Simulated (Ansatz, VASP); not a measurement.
## Two plane-wave programs on HfO2

INCAR

```
SYSTEM = HfO2
PREC = Accurate
ENCUT = 520
EDIFF = 1E-7
ISMEAR = 0
SIGMA = 0.05
LREAL = .FALSE.
LASPH = .TRUE.
NELM = 80
ALGO = Normal
ISIF = 2
LWAVE = .FALSE.
LCHARG = .FALSE.
GGA = PE
NBANDS = 18
```

Contents of KPOINTS:

```
Automatic mesh
0
G
  8 8 8
  0 0 0
```

Contents of POSCAR:

```
HfO2
1.0
    0.0000000000      2.5488057606      2.5488057606
    2.5488057606      0.0000000000      2.5488057606
    2.5488057606      2.5488057606      0.0000000000
Hf O
1 2
Direct
    0.0000000000      0.0000000000      0.0000000000
    0.2573563864      0.2426436136      0.2573563864
    0.7573563864      0.7426436136      0.7573563864
```

Input for Ansatz:

```yaml
crystal:
  lattice:
    - [0.0, 2.5488057606, 2.5488057606]
    - [2.5488057606, 0.0, 2.5488057606]
    - [2.5488057606, 2.5488057606, 0.0]
  atoms:
    - { symbol: Hf, position: [0.0, 0.0, 0.0] }
    - { symbol: O, position: [0.2573563864, 0.2426436136, 0.2573563864] }
    - { symbol: O, position: [0.7573563864, 0.7426436136, 0.7573563864] }
basis:
  ecutwfc: 420
kpoints:
  mp_grid: { grid: [8, 8, 8] }
hamiltonian:
  xc: pbe
scf:
  occupations: { method: gaussian, width: 0.05 }
output:
  forces: true
  stress: true
  eigenvalues: true
```

Change from the starting cell: all O atoms moved +0.037 Å, as atom 2 along Cartesian [0 1 0].

Alike in both runs: task single point; functional PBE; k mesh 8 × 8 × 8; occupations gaussian, width 0.05 eV; no spin polarisation.

```csv
,VASP,Ansatz
version,VASP 6.6.1,Ansatz 0.2.0
potentials or method,"VASP PAW PBE potentials, release 64 (Hf_pv, O)","scalar-relativistic, plane waves, PAW"
plane-wave cutoff (eV),520,420
valence electrons in the cell,22,38
```

|  | VASP | Ansatz | Ansatz less VASP |
| --- | --- | --- | --- |
| gap on the k mesh at the Fermi level (eV) | 3.76 | 3.75 | -0.010 |
| least direct gap on the mesh (eV) | 3.76 | 3.75 | -0.010 |
| pressure (GPa) | -3.5 | 0.1 | +3.63 |
| rms of the force components (eV/Å) | 0.068 | 0.072 | +0.0048 |

Atom by atom the forces differ by 0.005 eV/Å (rms over components). With one functional, cell and mesh, what is left measures potentials, basis and numerics. The two sets of potentials don't hold the same shells in valence.

Caveats: spin-orbit coupling is left out, which moves the levels of the heavy elements. A k mesh can miss the band edges.
